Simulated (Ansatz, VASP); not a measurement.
**CaO (Lime): VASP beside Ansatz**

Aim: how closely do two programs agree when they are given the same cell, functional and k mesh? The cell is taken from a series of runs on this material, whose earlier steps may have relaxed, scaled, displaced or heated it; both programs get it as it stands.

Method: plane waves, with VASP 6.6.1 beside it; zone-centre phonons at LDA, in Ansatz 0.2.0.

### Step 1. Starting point

It takes space group I4/mmm (No. 139, tetragonal). The conventional cell has a = 3.229 Å, b = 3.229 Å, c = 4.780 Å, α = 90.00°, β = 90.00°, γ = 90.00°. O has 6 Ca at 2.28 to 2.39 Å nearest. Nearest to Ca lie 6 O at 2.28 to 2.39 Å. Farther neighbours and most contacts between anions are not listed.

As a file:

```cif
data_structure
_symmetry_space_group_name_H-M 'I4/mmm'
_symmetry_Int_Tables_number 139
_cell_length_a 3.2287
_cell_length_b 3.2287
_cell_length_c 4.7800
_cell_angle_alpha 90.000
_cell_angle_beta 90.000
_cell_angle_gamma 90.000
_cell_volume 49.83
loop_
_atom_site_label
_atom_site_type_symbol
_atom_site_symmetry_multiplicity
_atom_site_Wyckoff_symbol
_atom_site_fract_x
_atom_site_fract_y
_atom_site_fract_z
_atom_site_occupancy
O1 O 2 b 0.50000 0.50000 0.00000 1
Ca1 Ca 2 a 0.00000 0.00000 0.00000 1
```

### Step 2. VASP: zone-centre phonons, LDA

Second derivatives magnify differences that forces hide, and they need a tight electronic threshold.

Lines of VASP's logs that name or quote its potential files are left out, and so is its time.

INCAR

```
SYSTEM = CaO
PREC = Accurate
ENCUT = 600
EDIFF = 1E-08
NELM = 120
ISMEAR = 0
SIGMA = 0.01
LREAL = .FALSE.
ALGO = Normal
GGA = CA
NBANDS = 14
LORBIT = 11
LWAVE = .FALSE.
LCHARG = .FALSE.
ISIF = 2
IBRION = 8
LEPSILON = .TRUE.
LASPH = .TRUE.
GGA_COMPAT = .FALSE.
EFERMI = MIDGAP
KPAR = 2
```

POSCAR

```
CaO
1.0
    0.0000000000      2.2830701356      2.3899918311
    2.2830701356      0.0000000000      2.3899918311
    2.2830701356      2.2830701356      0.0000000000
O Ca
1 1
Direct
    0.5000000000      0.5000000000      0.5000000000
    0.0000000000      0.0000000000      0.0000000000
```

KPOINTS

```
Automatic mesh
0
Gamma
8 8 8
0 0 0
```

PAW data sets: O and Ca_sv (LDA family, release 64).

Run with:

```
> mpirun -np 2 vasp_std
```

Numbers of over 12 decimals in the logs are rounded to 6 here.

What it wrote:

```text
[banner, memory and clock lines left out]
running    2 mpi-ranks, on    1 nodes
 distrk:  each k-point on    1 cores,    2 groups
 distr:  one band on    1 cores,    1 groups

 POSCAR found type information on POSCAR O Ca
 POSCAR found :  2 types and       2 ions
 LDA part: xc-table for (Slater(with rela. corr.)+CA(PZ))
 , standard interpolation
 POSCAR, INCAR and KPOINTS ok, starting setup
 FFT: planning ... GRIDC
 FFT: planning ... GRID_SOFT
 FFT: planning ... GRID
 WAVECAR not read
 entering main loop
       N       E                     dE             d eps       ncg     rms          rms(c)
DAV:   1     0.132438749765E+03    0.13244E+03   -0.92460E+03  1652   0.132E+03
DAV:   2    -0.101487453051E+02   -0.14259E+03   -0.13272E+03  1994   0.328E+02
DAV:   3    -0.157287363774E+02   -0.55800E+01   -0.55433E+01  1840   0.669E+01
DAV:   4    -0.159186609481E+02   -0.18992E+00   -0.18976E+00  2466   0.106E+01
DAV:   5    -0.159198490113E+02   -0.11881E-02   -0.11880E-02  1872   0.100E+00    0.853E+00
DAV:   6    -0.142886877382E+02    0.16312E+01   -0.53265E+00  1740   0.237E+01    0.352E+00
DAV:   7    -0.141982597931E+02    0.90428E-01   -0.49254E-01  2068   0.759E+00    0.176E+00
DAV:   8    -0.141643294675E+02    0.33930E-01   -0.75029E-02  2100   0.286E+00    0.291E-01
DAV:   9    -0.141636826321E+02    0.64684E-03   -0.63292E-03  1994   0.622E-01    0.104E-01
DAV:  10    -0.141638146988E+02   -0.13207E-03   -0.38361E-04  1920   0.217E-01    0.346E-02
DAV:  11    -0.141638016534E+02    0.13045E-04   -0.52567E-05  2394   0.795E-02    0.931E-03
DAV:  12    -0.141638002873E+02    0.13661E-05   -0.47645E-06  1958   0.283E-02    0.190E-03
DAV:  13    -0.141638002861E+02    0.12210E-08   -0.48986E-07  2284   0.624E-03    0.890E-04
DAV:  14    -0.141638002841E+02    0.20020E-08   -0.14209E-08  1554   0.159E-03
   1 F= -.14163800E+02 E0= -.14163800E+02  d E =0.000000E+00
 Linear response reoptimize wavefunctions to high precision
DAV:   1    -0.141638002843E+02   -0.25329E-09   -0.20443E-09  1232   0.440E-04
DAV:   2    -0.141638002843E+02   -0.72760E-11   -0.15684E-10   862   0.120E-04
 Linear response G [H, r] |phi>, progress :
  Direction:   1
       N       E                     dE             d eps       ncg     rms
RMM:   1    -0.550128411709E+02   -0.55013E+02    0.59555E+02  2914   0.159E+02
RMM:   2    -0.565805537950E+02   -0.15677E+01   -0.10594E+01  2717   0.287E+01
RMM:   3    -0.575472622097E+02   -0.96671E+00   -0.59669E+00  3409   0.894E+00
RMM:   4    -0.577323334725E+02   -0.18507E+00   -0.11140E+00  3779   0.333E+00
RMM:   5    -0.577809232676E+02   -0.48590E-01   -0.20505E-01  3835   0.133E+00
RMM:   6    -0.577872958268E+02   -0.63726E-02   -0.36266E-02  3823   0.565E-01
RMM:   7    -0.577887703701E+02   -0.14745E-02   -0.73828E-03  3844   0.246E-01
RMM:   8    -0.577890659014E+02   -0.29553E-03    0.11271E-03  3698   0.112E-01
RMM:   9    -0.577891514423E+02   -0.85541E-04    0.36259E-03  3739   0.506E-02
RMM:  10    -0.577891620078E+02   -0.10565E-04    0.18091E-03  3714   0.246E-02
RMM:  11    -0.577891673723E+02   -0.53645E-05    0.80427E-04  3628   0.121E-02
RMM:  12    -0.577891674210E+02   -0.48763E-07    0.57746E-04  3497   0.617E-03
RMM:  13    -0.577891675842E+02   -0.16320E-06    0.45800E-04  3368   0.322E-03
RMM:  14    -0.577891676503E+02   -0.66098E-07    0.43439E-04  3233   0.175E-03
RMM:  15    -0.577891701451E+02   -0.24948E-05    0.56347E-04  3008   0.105E-03
RMM:  16    -0.577891668277E+02    0.33174E-05    0.27079E-04  2764   0.676E-04
RMM:  17    -0.577891676881E+02   -0.86036E-06    0.26247E-05  2505   0.492E-04
RMM:  18    -0.577891673756E+02    0.31246E-06    0.34861E-04  2235   0.359E-04
RMM:  19    -0.577891675464E+02   -0.17082E-06    0.39407E-04  2008   0.308E-04
RMM:  20    -0.577891675578E+02   -0.11381E-07    0.33029E-04  1856   0.277E-04
RMM:  21    -0.577891676662E+02   -0.10840E-06    0.40498E-04  1742   0.260E-04
RMM:  22    -0.577891676659E+02    0.33962E-09    0.24910E-04  1641   0.251E-04
RMM:  23    -0.577891675874E+02    0.78534E-07    0.18084E-04  1576   0.251E-04
RMM:  24    -0.577891675988E+02   -0.11476E-07    0.49971E-05  1534   0.247E-04
 Linear response G [H, r] |phi>, progress :
  Direction:   2
       N       E                     dE             d eps       ncg     rms
RMM:   1    -0.516833192835E+02   -0.51683E+02    0.61768E+02  2852   0.158E+02
RMM:   2    -0.522334850528E+02   -0.55017E+00   -0.10267E+01  2741   0.278E+01
RMM:   3    -0.530590840940E+02   -0.82560E+00   -0.51288E+00  3422   0.838E+00
RMM:   4    -0.532286688544E+02   -0.16958E+00   -0.85589E-01  3821   0.298E+00
RMM:   5    -0.532628159339E+02   -0.34147E-01   -0.15349E-01  3846   0.120E+00
RMM:   6    -0.532681879255E+02   -0.53720E-02   -0.33709E-02  3830   0.525E-01
RMM:   7    -0.532694030046E+02   -0.12151E-02   -0.75587E-03  3846   0.237E-01
RMM:   8    -0.532696233869E+02   -0.22038E-03   -0.14308E-03  3735   0.108E-01
[...]
RMM:   9    -0.210276239581E+00   -0.56184E-05   -0.14178E-05  3724   0.100E-02    0.119E-03
RMM:  10    -0.210287887692E+00   -0.11648E-04   -0.12835E-05  3591   0.619E-03    0.321E-03
RMM:  11    -0.210275877668E+00    0.12010E-04   -0.10214E-05  3558   0.422E-03    0.798E-04
RMM:  12    -0.210276820702E+00   -0.94303E-06   -0.36676E-06  3669   0.169E-03    0.345E-04
[...]
Linear response progress:
  Degree of freedom:   2/  4
       N       E                     dE             d eps       ncg     rms          rms(c)
RMM:   1    -0.361541134513E+00   -0.36154E+00    0.21574E-01  3255   0.345E+00
RMM:   2    -0.353233185999E+00    0.83079E-02   -0.70842E-03  2801   0.661E-01    0.122E-01
RMM:   3    -0.354559064680E+00   -0.13259E-02   -0.17460E-03  2884   0.203E-01    0.641E-02
RMM:   4    -0.356418882178E+00   -0.18598E-02   -0.84918E-04  2852   0.147E-01    0.166E-02
RMM:   5    -0.356477398610E+00   -0.58516E-04   -0.17358E-04  3391   0.473E-02    0.316E-03
RMM:   6    -0.356479306841E+00   -0.19082E-05   -0.28008E-05  3475   0.166E-02    0.198E-03
RMM:   7    -0.356471144118E+00    0.81627E-05   -0.24852E-06  3408   0.723E-03    0.669E-04
RMM:   8    -0.356473384186E+00   -0.22401E-05    0.70959E-06  3600   0.293E-03    0.309E-04
RMM:   9    -0.356474063009E+00   -0.67882E-06    0.94913E-06  3615   0.124E-03    0.580E-05
RMM:  10    -0.356473648003E+00    0.41501E-06    0.12612E-06  3703   0.536E-04    0.236E-05
RMM:  11    -0.356473578867E+00    0.69136E-07    0.17589E-06  3742   0.245E-04    0.121E-05
RMM:  12    -0.356473672021E+00   -0.93154E-07    0.21338E-07  3667   0.121E-04    0.275E-06
RMM:  13    -0.356473664316E+00    0.77056E-08    0.49352E-07  3756   0.617E-05    0.241E-06
RMM:  14    -0.356473677900E+00   -0.13584E-07   -0.61484E-08  3599   0.349E-05    0.541E-07
RMM:  15    -0.356473679260E+00   -0.13600E-08    0.58562E-08  3087   0.216E-05    0.504E-07
 first order change of Fermi-energy   0.99278E-03
 force on displaced ion       1 direction 3 :   0.000   0.000  -2.287
 Born effective charge ion    1 direction 3 :   0.000   0.000  -2.309
 Linear response progress:
  Degree of freedom:   3/  4
       N       E                     dE             d eps       ncg     rms          rms(c)
RMM:   1    -0.428126127229E+00   -0.42813E+00    0.79083E-01  3016   0.112E+01
RMM:   2    -0.378227488941E+00    0.49899E-01   -0.63604E-02  4169   0.246E+00    0.196E-01
RMM:   3    -0.378919087076E+00   -0.69160E-03   -0.17593E-02  5524   0.715E-01    0.134E-01
RMM:   4    -0.379233969531E+00   -0.31488E-03   -0.34959E-03  5943   0.298E-01    0.685E-02
RMM:   5    -0.379090785830E+00    0.14318E-03   -0.47321E-04  5758   0.128E-01    0.595E-03
RMM:   6    -0.379150537542E+00   -0.59752E-04   -0.17741E-04  6104   0.559E-02    0.100E-02
RMM:   7    -0.379127916039E+00    0.22622E-04   -0.41494E-05  6113   0.265E-02    0.482E-03
RMM:   8    -0.379100442058E+00    0.27474E-04   -0.22095E-05  6273   0.146E-02    0.177E-03
RMM:   9    -0.379097296517E+00    0.31455E-05   -0.10317E-05  6374   0.793E-03    0.161E-03
RMM:  10    -0.379092217664E+00    0.50789E-05   -0.68777E-06  6148   0.526E-03    0.673E-04
RMM:  11    -0.379090339449E+00    0.18782E-05   -0.42853E-06  6379   0.368E-03    0.256E-04
RMM:  12    -0.379090187820E+00    0.15163E-06   -0.26002E-06  6382   0.280E-03    0.101E-04
RMM:  13    -0.379089436886E+00    0.75093E-06   -0.58264E-07  6286   0.227E-03    0.110E-04
RMM:  14    -0.379089331947E+00    0.10494E-06    0.15598E-06  6694   0.188E-03    0.159E-04
RMM:  15    -0.379089991399E+00   -0.65945E-06    0.24963E-06  6063   0.163E-03    0.107E-04
RMM:  16    -0.379090231163E+00   -0.23976E-06    0.34172E-06  6570   0.140E-03    0.113E-04
RMM:  17    -0.379090258656E+00   -0.27493E-07    0.44811E-06  6410   0.121E-03    0.138E-04
RMM:  18    -0.379090436441E+00   -0.17778E-06    0.36833E-06  5756   0.107E-03    0.145E-04
RMM:  19    -0.379090538648E+00   -0.10221E-06    0.41924E-06  6399   0.946E-04    0.158E-04
RMM:  20    -0.379090552141E+00   -0.13493E-07    0.35679E-06  5916   0.838E-04    0.174E-04
RMM:  21    -0.379090696145E+00   -0.14400E-06    0.36097E-06  5313   0.756E-04    0.177E-04
RMM:  22    -0.379090837632E+00   -0.14149E-06    0.33658E-06  5638   0.681E-04    0.178E-04
 first order change of Fermi-energy   0.19609E-03
 force on displaced ion       2 direction 1 :  -6.019   0.000   0.000
 Born effective charge ion    2 direction 1 :   2.447   0.000   0.000
 Linear response progress:
  Degree of freedom:   4/  4
       N       E                     dE             d eps       ncg     rms          rms(c)
RMM:   1    -0.430247696712E+00   -0.43025E+00    0.61104E-01  1914   0.107E+01
RMM:   2    -0.386099742883E+00    0.44148E-01   -0.58962E-02  2575   0.234E+00    0.184E-01
RMM:   3    -0.387055970549E+00   -0.95623E-03   -0.17324E-02  3288   0.690E-01    0.135E-01
RMM:   4    -0.387461253786E+00   -0.40528E-03   -0.32535E-03  3542   0.281E-01    0.665E-02
RMM:   5    -0.387399334479E+00    0.61919E-04   -0.43785E-04  3466   0.119E-01    0.513E-03
RMM:   6    -0.387443439574E+00   -0.44105E-04   -0.16091E-04  3663   0.526E-02    0.953E-03
RMM:   7    -0.387440313631E+00    0.31259E-05   -0.39931E-05  3677   0.240E-02    0.818E-03
RMM:   8    -0.387389297951E+00    0.51016E-04   -0.27333E-05  3424   0.149E-02    0.162E-03
RMM:   9    -0.387378830397E+00    0.10468E-04    0.37691E-05  3688   0.814E-03    0.103E-03
RMM:  10    -0.387384636493E+00   -0.58061E-05    0.25085E-05  3777   0.496E-03    0.407E-04
RMM:  11    -0.387388351721E+00   -0.37152E-05    0.28534E-05  3856   0.351E-03    0.891E-04
RMM:  12    -0.387383795147E+00    0.45566E-05    0.24522E-05  3326   0.292E-03    0.154E-04
RMM:  13    -0.387383951683E+00   -0.15654E-06    0.23574E-05  3925   0.208E-03    0.171E-04
RMM:  14    -0.387385863825E+00   -0.19121E-05    0.22064E-05  3664   0.175E-03    0.117E-04
[...]
RMM:  24    -0.387386286507E+00   -0.56645E-08    0.16393E-05  3395   0.485E-04    0.480E-05
RMM:  25    -0.387386297270E+00   -0.10763E-07    0.15871E-05  3399   0.442E-04    0.515E-05
RMM:  26    -0.387386279739E+00    0.17531E-07    0.15352E-05  2530   0.401E-04    0.575E-05
RMM:  27    -0.387386267806E+00    0.11932E-07    0.14851E-05  2316   0.367E-04    0.624E-05
RMM:  28    -0.387386251611E+00    0.16196E-07    0.14361E-05  1920   0.336E-04    0.673E-05
RMM:  29    -0.387386242276E+00    0.93345E-08    0.13882E-05  2366   0.308E-04    0.712E-05
RMM:  30    -0.387386229766E+00    0.12510E-07    0.13392E-05  1715   0.283E-04    0.754E-05
RMM:  31    -0.387386224024E+00    0.57418E-08    0.12881E-05  1770   0.260E-04    0.789E-05
 first order change of Fermi-energy  -0.56626E-03
 force on displaced ion       2 direction 3 :   0.000   0.000  -2.296
 Born effective charge ion    2 direction 3 :   0.000   0.000   2.308
 Born effective charges drift removed
 Linear response finished
```

Parts of OUTCAR (step 2):

```text
ion  position               nearest neighbor table
   1  0.500  0.500  0.500-   2 2.28   2 2.28   2 2.28   2 2.28   2 2.39   2 2.39
   2  0.000  0.000  0.000-   1 2.28   1 2.28   1 2.28   1 2.28   1 2.39   1 2.39

  LATTYP: Found a body centered tetragonal cell.
 ALAT       =     3.2287487496
 C/A-ratio  =     1.4804446034

 Subroutine GETGRP returns: Found 16 space group operations
 (whereof 16 operations were pure point group operations)

The static configuration has the point symmetry D_4h.

 Found     59 irreducible k-points:

   k-points           NKPTS =     59   k-points in BZ     NKDIM =     59   number of bands    NBANDS=     14

   dimension x,y,z NGX =    28 NGY =   28 NGZ =   28
   dimension x,y,z NGXF=    56 NGYF=   56 NGZF=   56

   ENCUT  =  600.0 eV  44.10 Ry    6.64 a.u.   6.60  6.60  6.45*2*pi/ulx,y,z

   NELECT =      16.0000    total number of electrons

 k-points in reciprocal lattice and weights: Automatic mesh
   0.00000000  0.00000000  0.00000000       0.002
   0.12500000  0.00000000  0.00000000       0.016
   0.25000000  0.00000000  0.00000000       0.016
   0.37500000  0.00000000  0.00000000       0.016
   0.50000000  0.00000000  0.00000000       0.008
   0.12500000  0.12500000  0.00000000       0.004
   0.25000000  0.12500000  0.00000000       0.016
   0.37500000  0.12500000  0.00000000       0.016
   0.50000000  0.12500000  0.00000000       0.016
[...]
-0.37500000  0.12500000  0.50000000       0.008
  -0.25000000  0.25000000  0.50000000       0.004

 average (electrostatic) potential at core
       1 -70.7621       2 -42.6204

  Total        1.8727151      1.8727151      0.1216601      0.0000000      0.0000000      0.0000000
  in kB      120.4251984    120.4251984      7.8233700      0.0000000      0.0000000      0.0000000
  external PRESSURE =      82.8912556 kB  Pullay stress =       0.0000000 kB

  energy-cutoff  :      600.00
  volume of cell :       24.92
      direct lattice vectors                 reciprocal lattice vectors
     0.000000000  2.283070136  2.389991831    -0.219003347  0.219003347  0.209205736
     2.283070136  0.000000000  2.389991831     0.219003347 -0.219003347  0.209205736
     2.283070136  2.283070136  0.000000000     0.219003347  0.219003347 -0.209205736

 POSITION                                       TOTAL-FORCE (eV/Angst)
 -----------------------------------------------------------------------------------
      2.28307      2.28307      2.38999         0.000000      0.000000      0.000000
      0.00000      0.00000      0.00000         0.000000      0.000000      0.000000
 -----------------------------------------------------------------------------------
    total drift:                                0.000000      0.000000      0.000000

 MACROSCOPIC STATIC DIELECTRIC TENSOR (including local field effects in DFT)
 ------------------------------------------------------
           3.944384     0.000000     0.000000
           0.000000     3.944384     0.000000
           0.000000    -0.000000     3.876042
 ------------------------------------------------------

 PIEZOELECTRIC TENSOR (including local field effects)  for field in x, y, z        (C/m^2)
          XX          YY          ZZ          XY          YZ          ZX
  --------------------------------------------------------------------------------
  x     0.00000     0.00000     0.00000     0.00000     0.00000     0.00000
  y     0.00000     0.00000     0.00000     0.00000     0.00000     0.00000
  z     0.00000     0.00000     0.00000     0.00000     0.00000     0.00000

 BORN EFFECTIVE CHARGES (including local field effects) (in |e|, cummulative output)
 ---------------------------------------------------------------------------------
 ion    1
    1    -2.44927     0.00000     0.00000
    2     0.00000    -2.44927     0.00000
    3     0.00000     0.00000    -2.30864
 ion    2
    1     2.44927     0.00000     0.00000
    2     0.00000     2.44927     0.00000
    3    -0.00000    -0.00000     2.30864

 Eigenvectors and eigenvalues of the dynamical matrix
 ----------------------------------------------------

   1 f  =   11.320557 THz    71.129158 2PiTHz  377.613139 cm-1    46.818041 meV
             X         Y         Z           dx          dy          dz
      2.283070  2.283070  2.389992     0.000000    0.844733    0.000000
      0.000000  0.000000  0.000000     0.000000   -0.535188    0.000000

   2 f  =   11.320557 THz    71.129158 2PiTHz  377.613139 cm-1    46.818041 meV
             X         Y         Z           dx          dy          dz
      2.283070  2.283070  2.389992    -0.844733    0.000000    0.000000
      0.000000  0.000000  0.000000     0.535188    0.000000    0.000000

   3 f  =    6.995600 THz    43.954649 2PiTHz  233.348088 cm-1    28.931463 meV
             X         Y         Z           dx          dy          dz
      2.283070  2.283070  2.389992     0.000000    0.000000    0.844898
      0.000000  0.000000  0.000000     0.000000    0.000000   -0.534928

   4 f/i=    0.006432 THz     0.040411 2PiTHz    0.214537 cm-1     0.026599 meV
             X         Y         Z           dx          dy          dz
      2.283070  2.283070  2.389992     0.000000    0.000000   -0.534928
      0.000000  0.000000  0.000000     0.000000    0.000000   -0.844898

   5 f/i=    0.013901 THz     0.087344 2PiTHz    0.463698 cm-1     0.057491 meV
             X         Y         Z           dx          dy          dz
      2.283070  2.283070  2.389992    -0.259602   -0.468010    0.000000
      0.000000  0.000000  0.000000    -0.409752   -0.738699    0.000000

   6 f/i=    0.013901 THz     0.087344 2PiTHz    0.463698 cm-1     0.057491 meV
             X         Y         Z           dx          dy          dz
      2.283070  2.283070  2.389992    -0.468010    0.259602    0.000000
      0.000000  0.000000  0.000000    -0.738699    0.409752    0.000000

 MACROSCOPIC STATIC DIELECTRIC TENSOR IONIC CONTRIBUTION
 ------------------------------------------------------
           7.257711     0.000000    -0.000000
           0.000000     7.257711     0.000000
          -0.000000     0.000000    16.890802
 ------------------------------------------------------

 ELASTIC MODULI CONTR FROM IONIC RELAXATION (kBar)
 Direction    XX          YY          ZZ          XY          YZ          ZX
 --------------------------------------------------------------------------------
 XX           0.0000      0.0000      0.0000      0.0000      0.0000      0.0000
 YY           0.0000      0.0000      0.0000      0.0000      0.0000      0.0000
 ZZ           0.0000      0.0000      0.0000      0.0000      0.0000      0.0000
 XY           0.0000      0.0000      0.0000      0.0000      0.0000      0.0000
 YZ           0.0000      0.0000      0.0000      0.0000      0.0000      0.0000
 ZX           0.0000      0.0000      0.0000      0.0000      0.0000      0.0000
 --------------------------------------------------------------------------------

 PIEZOELECTRIC TENSOR IONIC CONTR  for field in x, y, z        (C/m^2)
          XX          YY          ZZ          XY          YZ          ZX
  --------------------------------------------------------------------------------
  x     0.00000     0.00000     0.00000     0.00000     0.00000     0.00000
  y     0.00000     0.00000     0.00000     0.00000     0.00000     0.00000
  z     0.00000     0.00000     0.00000     0.00000     0.00000     0.00000
```

(Part 1 of 2 ends here.)

[Lines on the potential files, build, host, timing and source positions are cut from VASP's logs without a mark.]

[Logs are printed without paths, hosts, clocks, repeated set-up lines and the standing remarks that a program may print on its own settings, such as how far it seeks lower states.]

[Hosts, paths, dates, database ids (printed as entryN), source tags and the programs' standing remarks are cut or masked in the printed files.]
